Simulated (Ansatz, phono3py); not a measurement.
**BaO (Fm-3m): lattice thermal conductivity**

Aim: the lattice thermal conductivity of BaO against temperature, and which phonons carry it.

Experimental results on record:
- thermal conductivity 2.3 W/m/K near room temperature (given in “Combining the AFLOW GIBBS and Elastic Libraries to efficiently and robustly screen thermo-mechanical properties of solids”, 2017, arXiv:1611.05714)
- thermal conductivity 2.3 W/m/K near room temperature (given in “Predicting the lattice thermal conductivity of solids by solving the Boltzmann transport equation: AFLOW - AAPL an automated, accurate and efficient framework”, 2017, arXiv:1611.05481)

Program: Ansatz 0.2.0. Level of theory: DFT LDA, scalar-relativistic, plane waves, PAW; PAW set soft_1. Results are calculated unless marked as measured.

The database entry behind the starting cell differs from later determinations by our own check (about 0.7 % short), so it need not match the best structure at ambient conditions.

### Step 1. Starting point

Symmetry: Fm-3m, No. 225, cubic system. Conventional cell: a = 5.500 Å, b = 5.500 Å, c = 5.500 Å, α = 90.00°, β = 90.00°, γ = 90.00°. Nearest to Ba lie 6 O at 2.75 Å. Nearest to O lie 6 Ba at 2.75 Å. Farther neighbours and most contacts between anions are not listed.

### Step 2. A first coarse run

Before spending time, one coarse run tells the gap and the pressure of the starting cell.

File input.yaml:

```yaml
crystal:
  lattice:
    - [0.0, 2.75, 2.75]
    - [2.75, 0.0, 2.75]
    - [2.75, 2.75, 0.0]
  atoms:
    - { symbol: Ba, position: [0.0, 0.0, 0.0] }
    - { symbol: O, position: [0.5, 0.5, 0.5] }
kpoints:
  mp_grid: { grid: [6, 6, 6] }
hamiltonian:
  xc: lda
  pseudopotentials: { kind: paw, azcp: { folder: soft_1 }, xc_functional: pbe }
scf:
  occupations: { method: gaussian, width: 0.1 }
  lower_state_search: "off"
output:
  forces: true
  stress: true
  eigenvalues: true
```

On the command line:

```console
$ ansatz run input.yaml --threads 8 --pin off --max-ram 19456MiB --backend cpu --events-out ev --progress --plain --runs-dir out
```

Numbers of over 12 decimals in the logs are rounded to 6 here.

The program printed:

```text
Engine: ansatz 0.2.0, aarch64-unknown-linux-gnu
Pseudopotentials: kind: paw
Pseudopotential: Ba, paw, valence charge 10, recommended cutoff 420 eV (normal), soft_1/Ba.paw.azcp
Pseudopotential: O, paw, valence charge 6, recommended cutoff 420 eV (normal), soft_1/O.paw.azcp
Functional definition: SPW92
  exchange = slater_x
  correlation = pw_c
Crystal: 2 atoms, lattice volume = 41.594 Å³
Basis set: ecut = 420 eV, 869 PW (Γ)
Bands: 12, of which v1, the nominal top of the filled ones, is band 8 counted from 1 (7 counted from 0)
Symmetry: 48 space group operations
Space group: Fm-3m (ITA 225), of the structure as read, at distance tolerance 3.5e-5 Å
k-points: 16 of 216
Non-local potential: Ba, projectors of the file, l = 0: 3, l = 1: 2, l = 2: 2, l = 3: 2
Non-local potential: O, projectors of the file, l = 0: 2, l = 1: 2, l = 2: 1
PAW form: soft (Blöchl's): semilocal exchange-correlation on the pseudo side does not see the compensation charge
PAW frozen core: Ba, regenerated for the run's functional, and the local potential with it (the file was generated under x = pbe(κ = 0.804, μ = 0.219515), c = pbe(β = 0.066725))
PAW frozen core: O, regenerated for the run's functional, and the local potential with it (the file was generated under x = pbe(κ = 0.804, μ = 0.219515), c = pbe(β = 0.066725))
PAW one-centre angular grid: Ba, 194 points (default); XC on 64 Gauss nodes
PAW one-centre angular grid: O, 110 points (default); XC on 64 Gauss nodes
Initial density: superposition of atomic densities (chi_scale 0.1, normalization cell, long waves kept (reshape's long-wave potential 0.00 eV rms))
Initial wavefunctions: pseudopotential atomic-orbital guess
Functional: x = slater, c = lda
SCF iter   1: F=—  HF=-6338.493335 eV  |F-HF|=—  |Δ(HF+E_count)|=         —  Δρ=1.07e-1  dr2=4.26e0  ethr=3.10e-3  ⟨swp⟩=7.9  Hψ=1491  notcnv=0
preconditioner: auto → none  [insulator: Δε(μ)=0.601 eV  Ē_g=12.789 eV  σ=0.100 eV  W_gap=1.00  n_scr=14 (ndim 8)  ℏωp=21.5 eV  f_vac=0.000  D(μ)=0.00/eV (n_scr^D=0)  ε∞_Penn≈3.8]
SCF iter   2: F=—  HF=-6337.698685 eV  |F-HF|=—  |Δ(HF+E_count)|=   7.95e-1  Δρ=1.48e-2  dr2=7.32e-2  ethr=3.10e-3  ⟨swp⟩=3.0  Hψ=530  notcnv=0
SCF iter   3: F=—  HF=-6337.709341 eV  |F-HF|=—  |Δ(HF+E_count)|=   1.07e-2  Δρ=5.01e-3  dr2=9.48e-3  ethr=4.57e-4  ⟨swp⟩=2.2  Hψ=285  notcnv=0
SCF iter   4: F=—  HF=-6337.713512 eV  |F-HF|=—  |Δ(HF+E_count)|=   4.17e-3  Δρ=5.15e-4  dr2=1.55e-4  ethr=5.93e-5  ⟨swp⟩=1.0  Hψ=192  notcnv=0
SCF iter   5: F=—  HF=-6337.713554 eV  |F-HF|=—  |Δ(HF+E_count)|=   4.18e-5  Δρ=1.04e-4  dr2=3.22e-6  ethr=9.70e-7  ⟨swp⟩=2.2  Hψ=239  notcnv=0
SCF iter   6: F=—  HF=-6337.713554 eV  |F-HF|=—  |Δ(HF+E_count)|=   1.24e-7  Δρ=2.03e-5  dr2=1.01e-7  ethr=6.25e-10  ⟨swp⟩=7.2  Hψ=1138  notcnv=0
SCF iter   7: F=-6337.713554 eV  HF=-6337.713554 eV  |F-HF|=1.32e-9  |Δ(HF+E_count)|=   2.48e-8  Δρ=2.42e-6  dr2=1.69e-9  ethr=6.25e-10  ⟨swp⟩=4.0  Hψ=558  notcnv=0
SCF 1 converged in 7 iterations: F = -6337.713554 eV  dr2 = 1.69e-9
  greatest PAW one-centre occupation: 0.956 electrons in one spin orbital (limit 2), on the Ba atom at site 0 (counted from 0), in its partial waves of l = 0
SCF converged after 7 iterations
Free energy (F): -6337.713554 eV
Harris-Foulkes:  -6337.713554 eV  (|F-HF|=1.32e-9)
Internal energy: -6337.713554 eV  (E = F + TS)
E sigma→0 (E₀):  -6337.713554 eV
Fermi energy:    9.410064 eV
--- Per-component energies (eV) ---
  E_band       = -15.346131
  E_kinetic    = 327.620517
  E_local      = -579.299104  (includes V_loc(G=0)·N_el)
  E_nonlocal   = 150.727653
  E_hartree    = 197.182389
  E_xc         = -268.398303
  E_vxc        = -220.953964  (∫ρ·V_xc dr)
  E_paw        = -5178.491926  (= ΣΔE_a)
  E_vpaw       = -87.807743  (= ΣTr[D̂ρ^β])
  E_aug_tail   = 0.000771  (compensation charges beyond the density's cutoff)
  E_ewald      = -987.434990
  E_core_change = 0.379441  (= ΣΔE_core)
  E_smearing   = -0.000000  (= −TS)
  E_closure    = -0.000000  (closes the sum)
  Σ components = -6337.713554   (vs F -6337.713554, Δ=0.00e0)
--- Forces (eV/Å), atoms counted from 1 ---
  atom   1  Ba     0.00000000     0.00000000    -0.00000000
  atom   2  O      0.00000000    -0.00000000    -0.00000000
  max |Σ_I F_I| component: 3.39e-29 eV/Å
--- Stress (GPa, compression-positive) ---
       -2.849523       0.000000       0.000000
        0.000000      -2.849523       0.000000
        0.000000       0.000000      -2.849523
  P = ⅓ Tr σ = -2.8495 GPa (-28.495 kbar)
--- Band table (eV; the first three rows and the last of 16) ---
  k-point 0: bands = [... 4 lower, -1.6588, 7.9668, 7.9668, 7.9668, 11.9417, 13.1659, 13.1659, 13.1659]
  k-point 1: bands = [... 4 lower, -1.6917, 7.4370, 7.6565, 7.6565, 12.7457, 13.1462, 13.6408, 13.6408]
  k-point 2: bands = [... 4 lower, -1.7553, 6.6675, 7.1256, 7.1256, 12.9597, 14.8412, 14.8412, 15.1598]
  k-point 15: bands = [... 4 lower, -1.8689, 7.3034, 8.1944, 8.3620, 11.5966, 14.4461, 15.3037, 17.7671]
```

Run time: 0.84 s. Hardware: 8 threads of Arm Neoverse V1, shared host; peak memory 0.29 GiB.

This step gave:

```
pressure          : -2.850 GPa
gap on the k-mesh : 1.828 eV
volume per atom   : 20.80 Å³/atom
```

The start is under -2.8 GPa at this level and looks like an insulator or semiconductor on this mesh.

### Step 3. Relaxation

Phonons are second derivatives about a minimum, so cell and atoms are relaxed first, inside the symmetry of the start.

input.yaml, the sections that differ from step 2:

```yaml
kpoints:
  mp_grid: { grid: [8, 8, 8] }
scf:
  occupations: { method: gaussian, width: 0.02 }
  lower_state_search: "off"
relax:
  adjacent_minimum: "off"
  f_tol: 0.005
  max_steps: 80
  cell: { stress_tol: 0.05 }
# crystal, hamiltonian, output: as in step 2
```

The program printed:

```text
[...]
Crystal: 2 atoms, lattice volume = 41.594 Å³
Basis set: ecut = 420 eV, 869 PW (Γ)
Bands: 12, of which v1, the nominal top of the filled ones, is band 8 counted from 1 (7 counted from 0)
Symmetry: 48 space group operations
[...]
k-points: 29 of 512
[...]
SCF iter   1: F=—  HF=-6338.494628 eV  |F-HF|=—  |Δ(HF+E_count)|=         —  Δρ=1.07e-1  dr2=4.27e0  ethr=3.10e-3  ⟨swp⟩=8.6  Hψ=2852  notcnv=0
[...]
SCF iter   7: F=-6337.713768 eV  HF=-6337.713768 eV  |F-HF|=1.12e-9  |Δ(HF+E_count)|=   2.26e-8  Δρ=2.46e-6  dr2=1.49e-9  ethr=6.25e-10  ⟨swp⟩=5.3  Hψ=1671  notcnv=0
SCF 1 converged in 7 iterations: F = -6337.713768 eV  dr2 = 1.49e-9
[...]
relax step   1: F+E_penalty+E_count = -6337.71376770 eV  Δ(F+E_penalty+E_count) = +0.000e0 eV  max|allowed force component| = 1.466e-29 eV/Å  Δτ_max = 0.0000 Å  P = -2.848 GPa  Ω = 41.594 Å³  (7 SCF iters, dr2 threshold 1.00e-7 eV, accepted)
Crystal: 2 atoms, lattice volume = 37.279 Å³
Basis set: ecut = 420 eV, 725 PW (Γ)
[...]
iter 1 solved again at ethr=4.79e-5 eV; its pass at ethr=3.10e-3 eV (dr2=7.66e-3 eV) is discarded
[...]
SCF iter   6: F=-6337.671437 eV  HF=-6337.671437 eV  |F-HF|=5.46e-12  |Δ(HF+E_count)|=  3.18e-11  Δρ=1.71e-7  dr2=4.55e-12  ethr=4.39e-12  ⟨swp⟩=1.1  Hψ=1084  notcnv=0
the search or the solves at the SCF's close seem to have found levels that the self-consistency loop had missed (the run counts 1). By its estimate they hold under 1e-12 electrons; where the run keeps them, the occupations were computed again with them
SCF 2 converged in 6 iterations: F = -6337.671437 eV  dr2 = 4.55e-12
[...]
relax step   2: F+E_penalty+E_count = -6337.67143698 eV  Δ(F+E_penalty+E_count) = +4.233e-2 eV  max|allowed force component| = 1.019e-29 eV/Å  Δτ_max = 0.0000 Å  P = +7.672 GPa  Ω = 37.279 Å³  energy of the carried Pulay correction = +9.057e-3 eV  (6 SCF iters, dr2 threshold 2.00e-7 eV, rejected (line search))
Crystal: 2 atoms, lattice volume = 40.330 Å³
Basis set: ecut = 420 eV, 749 PW (Γ)
[...]
SCF iter   7: F=-6337.729267 eV  HF=-6337.729267 eV  |F-HF|=9.09e-13  |Δ(HF+E_count)|=  9.09e-13  Δρ=3.70e-8  dr2=4.51e-13  ethr=1.00e-12  ⟨swp⟩=5.2  Hψ=1264  notcnv=0
SCF 3 converged in 7 iterations: F = -6337.729267 eV  dr2 = 4.51e-13
relax step   3: F+E_penalty+E_count = -6337.72926691 eV  Δ(F+E_penalty+E_count) = -1.550e-2 eV  max|allowed force component| = 1.275e-29 eV/Å  Δτ_max = 0.0000 Å  P = -0.366 GPa  Ω = 40.330 Å³  energy of the carried Pulay correction = +2.553e-3 eV  (7 SCF iters, accepted)
[...]
relax step   4: F+E_penalty+E_count = -6337.72983136 eV  Δ(F+E_penalty+E_count) = -5.645e-4 eV  max|allowed force component| = 3.550e-29 eV/Å  Δτ_max = 0.0000 Å  P = +0.022 GPa  Ω = 40.150 Å³  energy of the carried Pulay correction = +2.924e-3 eV  (6 SCF iters, dr2 threshold 2.00e-7 eV, accepted)
[...]
relax step   5: F+E_penalty+E_count = -6337.72724769 eV  Δ(F+E_penalty+E_count) = +2.584e-3 eV  max|allowed force component| = 2.866e-29 eV/Å  Δτ_max = 0.0000 Å  P = -0.072 GPa  Ω = 40.150 Å³  stress off target by 7.17e-2 GPa  SCF on the basis re-selected at this cell (its energy is not comparable with the rows above)  (6 SCF iters)
[...]
relax step   6: F+E_penalty+E_count = -6337.72732051 eV  Δ(F+E_penalty+E_count) = -7.282e-5 eV  max|allowed force component| = 4.266e-29 eV/Å  Δτ_max = 0.0000 Å  P = -0.002 GPa  Ω = 40.118 Å³  energy of the carried Pulay correction = +6.543e-5 eV  (7 SCF iters, dr2 threshold 1.29e-8 eV, accepted)
[...]
SCF iter   6: F=-6337.727307 eV  HF=-6337.727307 eV  |F-HF|=7.28e-12  |Δ(HF+E_count)|=  9.09e-13  Δρ=7.40e-8  dr2=1.79e-12  ethr=1.00e-12  ⟨swp⟩=3.8  Hψ=1361  notcnv=0
SCF 7 converged in 6 iterations: F = -6337.727307 eV  dr2 = 1.79e-12
relax step   7: F+E_penalty+E_count = -6337.72730747 eV  Δ(F+E_penalty+E_count) = +1.304e-5 eV  max|allowed force component| = 4.339e-29 eV/Å  Δτ_max = 0.0000 Å  P = -0.004 GPa  Ω = 40.118 Å³  stress off target by 3.53e-3 GPa  SCF on the basis re-selected at this cell (its energy is not comparable with the rows above)  (6 SCF iters)
[...]
SCF converged after 6 iterations
Free energy (F): -6337.727307 eV
[...]
Internal energy: -6337.727307 eV  (E = F + TS)
E sigma→0 (E₀):  -6337.727307 eV
Fermi energy:    9.865851 eV
[...]
--- Stress (GPa, compression-positive) ---
       -0.003534      -0.000000      -0.000000
       -0.000000      -0.003534      -0.000000
       -0.000000       0.000000      -0.003534
  P = ⅓ Tr σ = -0.0035 GPa (-0.035 kbar)
--- Band table (eV; the first three rows and the last of 29) ---
  k-point 0: bands = [... 4 lower, -1.0786, 8.3796, 8.3796, 8.3796, 12.6194, 13.6561, 13.6561, 13.6561]
  k-point 1: bands = [... 4 lower, -1.0991, 8.0422, 8.1788, 8.1788, 13.2369, 13.4538, 13.9373, 13.9373]
  k-point 2: bands = [... 4 lower, -1.1475, 7.4129, 7.7509, 7.7509, 13.2472, 14.7134, 14.7134, 14.8994]
  k-point 28: bands = [... 4 lower, -1.1359, 7.3860, 8.7523, 8.7523, 13.4028, 13.4028, 16.1711, 18.4421]
--- Relaxed structure (5 steps of the walk, 4 accepted, 2 SCFs on fresh bases) ---
  F+E_penalty+E_count = -6337.72730747 eV   max|allowed force component| = 4.339e-29 eV/Å   (the final SCF, on the basis selected at the relaxed cell)
  cell:  # Å, volume = 40.1183 Å³
    - [0, 2.717091, 2.717091]
    - [2.717091, 0, 2.717091]
    - [2.717091, 2.717091, 0]
  atoms:
    - { symbol: Ba, position: [0, 0, 0] }
    - { symbol: O, position: [0.500000, 0.500000, 0.500000] }
```

Wall time 1.8 s (8 threads); peak memory 0.33 GiB.

Step by step:

```csv
step,energy less that of the first step (eV),largest force component (eV/Å),pressure (GPa),volume (Å³)
1,0.0000,0.0000,-2.85,41.59
2,0.0423,0.0000,7.67,37.28
3,-0.0155,0.0000,-0.37,40.33
4,-0.0161,0.0000,0.02,40.15
5*,-0.0135,0.0000,-0.07,40.15
6,-0.0136,0.0000,0.00,40.12
7*,-0.0135,0.0000,0.00,40.12
```

Relaxation steps marked * repeat the geometry before them on a plane-wave basis chosen anew for their cell, so energy and pressure can jump there. Relaxation step 2 was tried and not accepted.

The run keeps the 48 symmetry operations that it works with, so distortions that break them were not tested.

```csv
"conventional cell, symmetrised",before,after,change
a (Å),5.500,5.434,-1.2 %
b (Å),5.500,5.434,-1.2 %
c (Å),5.500,5.434,-1.2 %
volume (Å³/atom),20.80,20.06,-3.5 %
```

Final coordinates:

```cif
data_structure
_symmetry_space_group_name_H-M 'P 1'
_symmetry_Int_Tables_number 1
_cell_length_a 3.8425
_cell_length_b 3.8425
_cell_length_c 3.8425
_cell_angle_alpha 60.000
_cell_angle_beta 60.000
_cell_angle_gamma 60.000
_cell_volume 40.12
loop_
_atom_site_label
_atom_site_type_symbol
_atom_site_fract_x
_atom_site_fract_y
_atom_site_fract_z
_atom_site_occupancy
Ba1 Ba 0.00000 0.00000 0.00000 1
O2 O 0.50000 0.50000 0.50000 1
```

This step gave:

| Property | Result |
| --- | --- |
| pressure | -0.003534 GPa |
| gap on the k-mesh | 1.687 eV |
| volume per atom | 20.06 Å³/atom |

The relaxation ends with a pressure of 0.00 GPa.

### Step 4. Relaxing to small residual forces and stress

The relaxation is repeated with tighter thresholds on force and stress, since phonons are sensitive to what is left; a change of mesh or smearing in the input moves the cell too.

input.yaml, the sections that differ from step 3:

```yaml
crystal:
  lattice:
    - [0.0, 2.7170914796, 2.7170914796]
    - [2.7170914796, 0.0, 2.7170914796]
    - [2.7170914796, 2.7170914796, 0.0]
  atoms:
    - { symbol: Ba, position: [0.0, 0.0, 0.0] }
    - { symbol: O, position: [0.5, 0.5, 0.5] }
kpoints:
  mp_grid: { grid: [9, 9, 9] }
scf:
  occupations: { method: fixed }
  lower_state_search: "off"
relax:
  adjacent_minimum: "off"
  f_tol: 0.001
  max_steps: 60
  cell: { stress_tol: 0.01 }
# hamiltonian, output: as in step 3
```

The program printed:

```text
[...]
Crystal: 2 atoms, lattice volume = 40.118 Å³
Basis set: ecut = 420 eV, 749 PW (Γ)
Bands: 12, of which v1, the nominal top of the filled ones, is band 8 counted from 1 (7 counted from 0)
Symmetry: 48 space group operations
[...]
k-points: 35 of 729
[...]
k-point 34: bands = [... 4 lower, -1.1576, 7.3994, 8.6238, 8.7001, 12.9473, 14.0054, 16.2554, 18.2186]
--- Relaxed structure (1 steps of the walk, 1 accepted, 1 SCFs on fresh bases) ---
[...]
cell:  # Å, volume = 40.1183 Å³
    - [0.0, 2.7170914796, 2.7170914796]
    - [2.7170914796, 0.0, 2.7170914796]
    - [2.7170914796, 2.7170914796, 0.0]
  atoms:
    - { symbol: Ba, position: [0.0, 0.0, 0.0] }
    - { symbol: O, position: [0.5, 0.5, 0.5] }
[key lines of the parts left out:]
SCF converged after 7 iterations
Free energy (F): -6337.727324 eV
Fermi energy:    8.984610 eV
P = ⅓ Tr σ = -0.0040 GPa (-0.040 kbar)
```

The job ended after 0.69 s (8 threads; peak memory 0.32 GiB; 3.5 s of CPU time).

Little changed from the start: no atom moved by 0.005 Å and no cell edge by 0.1 %.

This step gave:

```
pressure          : -0.004025 GPa
gap on the k-mesh : 1.776 eV
```

The residual pressure is -0.0040 GPa, small enough for phonons.

### Step 5. An input with a fault

This input was changed on purpose, to see how the program answers.

input.yaml, the sections that differ from step 4:

```yaml
kpoints:
  mp_grid: { grid: [6, 6, 6] }
scf:
  occupations: { method: fixed }
  lower_state_search: "off"
  max_iter: 50
output:
  eigenvalues: true
phonons:
  supercell: [2, 2, 2]
  dielectric: false
  third_order: { supercell: [2, 2, 2], pair_cutoff: 2.867 }
  lattice_thermal_conductivity:
    qmesh: [11, 12, 13]
    temperatures: [300]
    isotope_mass_variance:
      - { species: Ba, variance: 6.237e-05 }
      - { species: O, variance: 3.359e-05 }
# crystal, hamiltonian: as in step 4
# relax: removed
```

The program printed:

```text
Error: invalid value for `phonons.lattice_thermal_conductivity.qmesh`: [11, 12, 13] is not mapped onto itself by every operation of the crystal's point group, which phonons.lattice_thermal_conductivity requires of this mesh (its Boltzmann solve uses the whole point group); the smallest at or above it that is: [13, 13, 13]
```

Wall time 0.12 s (8 threads); peak memory 0.095 GiB.

The program refused the input before any cycle.

The program's message: “Error: invalid value for `phonons.lattice_thermal_conductivity.qmesh`: [11, 12, 13] is not mapped onto itself by every operation of the crystal's point group, which phonons.lattice_thermal_conductivit …”

The fault put into the input: a q mesh that breaks the point group.

(Continued in part 2 of 4.)

[Logs are printed without paths, hosts, clocks, repeated set-up lines and the standing remarks that a program may print on its own settings, such as how far it seeks lower states.]

[Hosts, paths, dates, database ids (printed as entryN), source tags and the programs' standing remarks are cut or masked in the printed files.]

[A step with changed settings may run another functional than the one named; its input shows which.]
